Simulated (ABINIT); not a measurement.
**Ti in ABINIT: the effect of target pressure**

Ti:

```
Ti
1.0
     0.00000    2.03000    2.03000
     2.03000    0.00000    2.03000
     2.03000    2.03000    0.00000
Ti
1
Direct
  0.00000 0.00000 0.00000
```

This isn't the form of Ti at room conditions, which is hcp.

Alike in all runs:

* Program: ABINIT 10.8.3 (patched build)
* Task: relaxation of cell and atoms
* Functional: PBEsol
* Potentials or basis: JTH PAW PBE v2.0
* Cutoff: 408 eV
* k mesh: 11 × 11 × 11
* Occupations: fermi-dirac, width 0.05 eV
* Spin: no spin polarisation

Each run relaxes the cell or the atoms first.

```csv
target pressure,relaxed volume (Å³/atom)
0 GPa,16.69
10 GPa,?
20 GPa,14.55
```

What does the run with target pressure 10 GPa give?

Relaxed volume 15.47 Å³/atom.

Caveats: the PAW data sets were made with another functional, which shifts forces and pressure a little.
